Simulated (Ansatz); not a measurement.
# C (Fd-3m) in Ansatz: notebook

One crystal, C, is run at these levels: RPBE; tasks: single point, equation of state.

Everything below comes from runs of Ansatz 0.2.0. Logs are shortened: lines on timing, memory, paths and dates and some standing lists are left out, and cuts for length are marked.

**The experiment to reproduce.**

“Equation of state of cubic boron nitride at high pressures and temperatures”, 2007, arxiv:cond-mat/0702656 quotes, for a bulk crystal of C: bulk modulus 444.8 ± 0.8 GPa.

How close the calculation comes is told below.

## Step 1: Starting point

It takes space group Fd-3m (No. 227, cubic). Conventional cell: a = 3.567 Å, b = 3.567 Å, c = 3.567 Å, α = 90.00°, β = 90.00°, γ = 90.00°. C (site symmetry -43m) has 4 C at 1.54 Å as nearest neighbours.

This isn't the form of C at room conditions, which is graphite.

## Step 2: Single point, RPBE, 5.33 Å³/atom (volume scaled by 0.94)

Input file input.yaml:

```yaml
crystal:
  lattice:
    - [0.0, 1.7469644787, 1.7469644787]
    - [1.7469644787, 0.0, 1.7469644787]
    - [1.7469644787, 1.7469644787, 0.0]
  atoms:
    - { symbol: C, position: [0.75, 0.75, 0.75] }
    - { symbol: C, position: [0.5, 0.5, 0.5] }
hamiltonian:
  xc: rpbe
  pseudopotentials: { kind: paw }
kpoints:
  mp_grid: { grid: [13, 13, 13] }
scf:
  occupations: { method: fermi_dirac, width: 0.05 }
output:
  forces: true
  stress: true
  eigenvalues: true
```

Potentials or basis: Ansatz PAW.

The run is started by

```sh
$ ansatz run input.yaml --threads 2 --pin off --max-ram 5120MiB --backend cpu --events-out ev --progress --plain --runs-dir out
```

Standard output:

```text
Warning: RAYON_NUM_THREADS=2 ignored (pool sized by the plan → 2); use --threads N
Engine: ansatz 0.2.0, x86_64-unknown-linux-gnu
Pseudopotentials: kind: paw
Pseudopotential: C, paw, valence charge 4, recommended cutoff 420 eV (normal), C.paw.azcp
Functional definition: RPBE
  parameter kappa = 0.804
  parameter beta = 0.06672455060314922
  exchange = rpbe_x(kappa = kappa, mu = beta*pi^2/3)
  correlation = pbe_c(beta = beta)
Crystal: 2 atoms, lattice volume = 10.663 Å³
Basis set: ecut = 420 eV, 181 PW (Γ), exchange–correlation on 36×36×36 points (8 copies of the dense FFT grid, shifted against one another)
Bands: 8, of which v1, the nominal top of the filled ones, is band 4 counted from 1 (3 counted from 0)
Symmetry: 48 space group operations
Space group: Fd-3m (ITA 227), of the structure as read, at distance tolerance 2.2e-5 Å
k-points: 84 of 2197
Non-local potential: C, projectors of the file, l = 0: 2, l = 1: 2, l = 2: 1
PAW form: soft (Blöchl's): semilocal exchange-correlation on the pseudo side does not see the compensation charge
PAW frozen core: C, regenerated for the run's functional, and the local potential with it (the file was generated under x = pbe(κ = 0.804, μ = 0.2195149727645171), c = pbe(β = 0.06672455060314922))
PAW one-centre angular grid: C, 110 points (default); XC on 64 Gauss nodes
Initial density: superposition of atomic densities (neutral atoms: chi_scale 0, normalization atom), corrected by the library's trained network
Initial wavefunctions: pseudopotential atomic-orbital guess
Functional: x = rpbe, c = pbe(β = 0.06672455060314922)
SCF iter   1: F=—  HF=-503.997702 eV  |F-HF|=—  |Δ(HF+E_count)|=         —  Δρ=5.52e-3  dr2=1.16e-3  ethr=1.77e-3  ⟨swp⟩=4.7  Hψ=4349  notcnv=0
preconditioner: auto → none  [insulator: Δε(μ)=4.262 eV  Ē_g=20.622 eV  σ=0.050 eV  W_gap=1.00  n_scr=0 (ndim 8)  ℏωp=32.2 eV  f_vac=0.000  D(μ)=0.00/eV (n_scr^D=0)  ε∞_Penn≈3.4]
SCF iter   2: F=—  HF=-503.997669 eV  |F-HF|=—  |Δ(HF+E_count)|=   3.30e-5  Δρ=2.33e-3  dr2=1.57e-4  ethr=1.45e-5  ⟨swp⟩=1.8  Hψ=1520  notcnv=0
SCF iter   3: F=—  HF=-503.997748 eV  |F-HF|=—  |Δ(HF+E_count)|=   7.86e-5  Δρ=3.16e-4  dr2=2.15e-6  ethr=1.96e-6  ⟨swp⟩=2.7  Hψ=1039  notcnv=0
SCF iter   4: F=—  HF=-503.997752 eV  |F-HF|=—  |Δ(HF+E_count)|=   4.04e-6  Δρ=2.50e-5  dr2=4.39e-8  ethr=2.69e-8  ⟨swp⟩=2.7  Hψ=998  notcnv=0
iter 5 did not close the SCF: its close was put off for the readings that it lacked (scf_convergence_deferred on its scf_iter line)
SCF iter   5: F=-503.997752 eV  HF=-503.997752 eV  |F-HF|=1.25e-10  |Δ(HF+E_count)|=   9.43e-9  Δρ=9.34e-7  dr2=2.21e-11  ethr=5.49e-10  ⟨swp⟩=2.4  Hψ=1023  notcnv=0
SCF iter   6: F=-503.997752 eV  HF=-503.997752 eV  |F-HF|=2.84e-13  |Δ(HF+E_count)|=  1.38e-10  Δρ=5.45e-8  dr2=4.40e-14  ethr=1.00e-12  ⟨swp⟩=1.0  Hψ=2033  notcnv=0
SCF 1 converged in 6 iterations: F = -503.997752 eV  dr2 = 4.40e-14
SCF converged after 6 iterations
Free energy (F): -503.997752 eV
Harris-Foulkes:  -503.997752 eV  (|F-HF|=2.84e-13)
Internal energy: -503.997752 eV  (E = F + TS)
E sigma→0 (E₀):  -503.997752 eV
Fermi energy:    16.701736 eV
--- Per-component energies (eV) ---
  E_band       = 41.402269
  E_kinetic    = 188.782504
  E_local      = -116.521756  (includes V_loc(G=0)·N_el)
  E_nonlocal   = 52.914917
  E_hartree    = 25.860276
  E_xc         = -98.751879
  E_vxc        = -122.579549  (∫ρ·V_xc dr)
  E_paw        = -201.039562  (= ΣΔE_a)
  E_vpaw       = -12.914412  (= ΣTr[D̂ρ^β])
  E_aug_tail   = 0.000012  (compensation charges beyond the density's cutoff)
  E_ewald      = -355.212636
  E_core_change = -0.029629  (= ΣΔE_core)
  E_smearing   = -0.000000  (= −TS)
  E_closure    = 0.000000  (closes the sum)
  Σ components = -503.997752   (vs F -503.997752, Δ=0.00e0)
--- Forces (eV/Å), atoms counted from 1 ---
  atom   1  C     -0.00000000     0.00000000     0.00000000
  atom   2  C     -0.00000000    -0.00000000    -0.00000000
  max |Σ_I F_I| component: 3.70e-17 eV/Å
--- Stress (GPa, compression-positive) ---
       38.910969      -0.000000       0.000000
       -0.000000      38.910969      -0.000000
        0.000000      -0.000000      38.910969
  P = ⅓ Tr σ = 38.9110 GPa (389.110 kbar)
--- Band table (eV; the first three rows and the last of 84) ---
  k-point 0: bands = ["-7.8238", "14.5844", "14.5844", "14.5844", "20.3577", "20.3577", "20.3577", "29.2476"]
  k-point 1: bands = ["-7.6528", "13.4547", "14.2837", "14.2837", "20.7501", "20.7501", "21.0522", "29.3585"]
  k-point 2: bands = ["-7.1415", "11.0681", "13.6111", "13.6111", "21.6338", "21.6338", "22.2102", "29.6749"]
  k-point 83: bands = ["1.3292", "2.8431", "5.3667", "6.3958", "25.0717", "25.2689", "27.4705", "28.7643"]
```

Run time: 0.69 s. Hardware: 2 threads of Intel Xeon Platinum 8259CL at 2.50GHz (Skylake/Cascade Lake), shared host; peak memory 0.49 GiB.

What came out:

- Free energy: -503.9978 eV
- Pressure: 38.9 GPa
- Band gap on the k mesh: 4.28 eV, indirect (least direct gap 5.77 eV)

Caveat: odd divisions of the mesh miss points on the zone boundary, where band edges often lie, so the gap on the mesh can be too wide; the pressure holds a Pulay correction of +0.9 GPa for the finite cutoff; the PAW data sets come from PBE, with cores solved anew for the run's functional, which leaves a small shift of forces and pressure.

## Step 3: Single point, RPBE, 5.44 Å³/atom (volume scaled by 0.96)

input.yaml, as its differences from that of step 2:

```diff
@@ -2,5 +2,5 @@
   lattice:
-    - [0.0, 1.7469644787, 1.7469644787]
-    - [1.7469644787, 0.0, 1.7469644787]
-    - [1.7469644787, 1.7469644787, 0.0]
+    - [0.0, 1.7592674508, 1.7592674508]
+    - [1.7592674508, 0.0, 1.7592674508]
+    - [1.7592674508, 1.7592674508, 0.0]
   atoms:
```

Potentials or basis: Ansatz PAW.

The run is started by

```sh
$ ansatz run input.yaml --threads 2 --pin off --max-ram 5120MiB --backend cpu --events-out ev --progress --plain --runs-dir out
```

It took 0.57 s on 2 threads of Intel Xeon Platinum 8259CL at 2.50GHz (Skylake/Cascade Lake), shared host; peak memory 0.49 GiB.

Results (log left out):

* Free energy: -504.0448 eV
* Pressure: 27.6 GPa
* Band gap on the k mesh: 4.23 eV, indirect (least direct gap 5.72 eV)

Caveat: odd divisions of the mesh miss points on the zone boundary, where band edges often lie, so the gap on the mesh can be too wide; the pressure holds a Pulay correction of +0.9 GPa for the finite cutoff; the PAW data sets come from PBE, with cores solved anew for the run's functional, which leaves a small shift of forces and pressure.

## Step 4: Single point, RPBE, 5.56 Å³/atom (volume scaled by 0.98)

input.yaml, as its differences from that of step 3:

```diff
@@ -2,5 +2,5 @@
   lattice:
-    - [0.0, 1.7592674508, 1.7592674508]
-    - [1.7592674508, 0.0, 1.7592674508]
-    - [1.7592674508, 1.7592674508, 0.0]
+    - [0.0, 1.7714007132, 1.7714007132]
+    - [1.7714007132, 0.0, 1.7714007132]
+    - [1.7714007132, 1.7714007132, 0.0]
   atoms:
@@ -19 +19,5 @@
   eigenvalues: true
+  write_density: true
+  write_potential: true
+  elf: true
+  volumetric_format: npy
```

The run is started by

```sh
$ ansatz run input.yaml --threads 2 --pin off --max-ram 5120MiB --backend cpu --events-out ev --progress --plain --runs-dir out
```

Wall time 0.79 s (2 threads of Intel Xeon Platinum 8259CL at 2.50GHz (Skylake/Cascade Lake), shared host); peak memory 0.49 GiB.

The run converged. Its results:

```
Free energy            : -504.0764 eV
Pressure               : 17.3 GPa
Band gap on the k mesh : 4.19 eV, indirect (least direct gap 5.66 eV)
```

Caveat: odd divisions of the mesh miss points on the zone boundary, where band edges often lie, so the gap on the mesh can be too wide; the pressure holds a Pulay correction of +0.9 GPa for the finite cutoff; the PAW data sets come from PBE, with cores solved anew for the run's functional, which leaves a small shift of forces and pressure.

## Step 5: Single point, RPBE, 5.67 Å³/atom

Input file input.yaml:

```yaml
crystal:
  lattice:
    - [0.0, 1.78337, 1.78337]
    - [1.78337, 0.0, 1.78337]
    - [1.78337, 1.78337, 0.0]
  atoms:
    - { symbol: C, position: [0.75, 0.75, 0.75] }
    - { symbol: C, position: [0.5, 0.5, 0.5] }
hamiltonian:
  xc: rpbe
  pseudopotentials: { kind: paw }
kpoints:
  mp_grid: { grid: [13, 13, 13] }
scf:
  occupations: { method: fermi_dirac, width: 0.05 }
output:
  forces: true
  stress: true
  eigenvalues: true
```

The run is started by

```sh
$ ansatz run input.yaml --threads 2 --pin off --max-ram 5120MiB --backend cpu --events-out ev --progress --plain --runs-dir out
```

Wall time 0.62 s (2 threads of Intel Xeon Platinum 8259CL at 2.50GHz (Skylake/Cascade Lake), shared host); peak memory 0.5 GiB.

Results (log left out):

```yaml
Free_energy: -504.0943 eV
Pressure: 7.9 GPa
Band_gap_on_the_k_mesh: 4.15 eV, indirect (least direct gap 5.60 eV)
```

Caveat: odd divisions of the mesh miss points on the zone boundary, where band edges often lie, so the gap on the mesh can be too wide; the pressure holds a Pulay correction of +0.9 GPa for the finite cutoff; the PAW data sets come from PBE, with cores solved anew for the run's functional, which leaves a small shift of forces and pressure.

## Step 6: Single point, RPBE, 5.79 Å³/atom (volume scaled by 1.02)

input.yaml, as its differences from that of step 5:

```diff
@@ -2,5 +2,5 @@
   lattice:
-    - [0.0, 1.78337, 1.78337]
-    - [1.78337, 0.0, 1.78337]
-    - [1.78337, 1.78337, 0.0]
+    - [0.0, 1.7951807415, 1.7951807415]
+    - [1.7951807415, 0.0, 1.7951807415]
+    - [1.7951807415, 1.7951807415, 0.0]
   atoms:
```

Potentials or basis: Ansatz PAW.

The run is started by

```sh
$ ansatz run input.yaml --threads 2 --pin off --max-ram 5120MiB --backend cpu --events-out ev --progress --plain --runs-dir out
```

It took 0.7 s on 2 threads of Intel Xeon Platinum 8259CL at 2.50GHz (Skylake/Cascade Lake), shared host; peak memory 0.5 GiB.

The run converged. Its results:

```yaml
Free_energy: -504.0994 eV
Pressure: -0.6 GPa
Band_gap_on_the_k_mesh: 4.11 eV, indirect (least direct gap 5.55 eV)
```

Caveat: odd divisions of the mesh miss points on the zone boundary, where band edges often lie, so the gap on the mesh can be too wide; the pressure holds a Pulay correction of +0.9 GPa for the finite cutoff; the PAW data sets come from PBE, with cores solved anew for the run's functional, which leaves a small shift of forces and pressure.

## Step 7: Single point, RPBE, 5.90 Å³/atom (volume scaled by 1.04)

input.yaml, as its differences from that of step 6:

```diff
@@ -2,5 +2,5 @@
   lattice:
-    - [0.0, 1.7951807415, 1.7951807415]
-    - [1.7951807415, 0.0, 1.7951807415]
-    - [1.7951807415, 1.7951807415, 0.0]
+    - [0.0, 1.806838086, 1.806838086]
+    - [1.806838086, 0.0, 1.806838086]
+    - [1.806838086, 1.806838086, 0.0]
   atoms:
```

The run is started by

```sh
$ ansatz run input.yaml --threads 2 --pin off --max-ram 5120MiB --backend cpu --events-out ev --progress --plain --runs-dir out
```

Run time: 0.64 s. Hardware: 2 threads of Intel Xeon Platinum 8259CL at 2.50GHz (Skylake/Cascade Lake), shared host; peak memory 0.5 GiB.

It converged, with:

```
Free energy            : -504.0929 eV
Pressure               : -8.4 GPa
Band gap on the k mesh : 4.07 eV, indirect (least direct gap 5.50 eV)
```

Caveat: odd divisions of the mesh miss points on the zone boundary, where band edges often lie, so the gap on the mesh can be too wide; the pressure holds a Pulay correction of +0.9 GPa for the finite cutoff; the PAW data sets come from PBE, with cores solved anew for the run's functional, which leaves a small shift of forces and pressure.

## Step 8: Single point, RPBE, 6.01 Å³/atom (volume scaled by 1.06)

input.yaml, as its differences from that of step 7:

```diff
@@ -2,5 +2,5 @@
   lattice:
-    - [0.0, 1.806838086, 1.806838086]
-    - [1.806838086, 0.0, 1.806838086]
-    - [1.806838086, 1.806838086, 0.0]
+    - [0.0, 1.8183469191, 1.8183469191]
+    - [1.8183469191, 0.0, 1.8183469191]
+    - [1.8183469191, 1.8183469191, 0.0]
   atoms:
@@ -19 +19,5 @@
   eigenvalues: true
+  write_density: true
+  write_potential: true
+  elf: true
+  volumetric_format: npy
```

The run is started by

```sh
$ ansatz run input.yaml --threads 2 --pin off --max-ram 5120MiB --backend cpu --events-out ev --progress --plain --runs-dir out
```

Run time: 0.78 s. Hardware: 2 threads of Intel Xeon Platinum 8259CL at 2.50GHz (Skylake/Cascade Lake), shared host; peak memory 0.51 GiB.

It converged, with:

```yaml
Free_energy: -504.0759 eV
Pressure: -15.5 GPa
Band_gap_on_the_k_mesh: 4.03 eV, indirect (least direct gap 5.45 eV)
```

Caveat: odd divisions of the mesh miss points on the zone boundary, where band edges often lie, so the gap on the mesh can be too wide; the pressure holds a Pulay correction of +0.9 GPa for the finite cutoff; the PAW data sets come from PBE, with cores solved anew for the run's functional, which leaves a small shift of forces and pressure.

## Step 9: Equation of state, RPBE

Potentials or basis: Ansatz PAW.

No new run: the results of the series are fitted here.

Results:

| Property | Result |
| --- | --- |
| Equilibrium volume | 5.78 Å³/atom |
| Bulk modulus | 419 GPa |
| Pressure derivative of the bulk modulus | 3.7 |

Energy against volume, from the lowest point:
```csv
volume (Å³/atom),energy (meV/atom)
5.332,50.82
5.445,27.31
5.558,11.47
5.672,2.55
5.785,0.00
5.899,3.22
6.012,11.73
```

Caveat: the potentials were made for another functional, which shifts forces and pressure.

## Step 10: How close it comes

Step 9. Measured bulk modulus of C: 444.8 GPa (quoted in “Equation of state of cubic boron nitride at high pressures and temperatures”, 2007, arxiv:cond-mat/0702656). This calculation gives 419 GPa (-5.8 %). 3 values of this kind are on record (442 to 444.8 GPa); this one was drawn at random among those near their median, those with a stated uncertainty first. The fit is for a static lattice scaled at fixed shape and fixed fractional positions. The cell as given is a measured one (5.67 Å³/atom); RPBE puts the equilibrium volume +1.9 % from it, thermal expansion not counted.
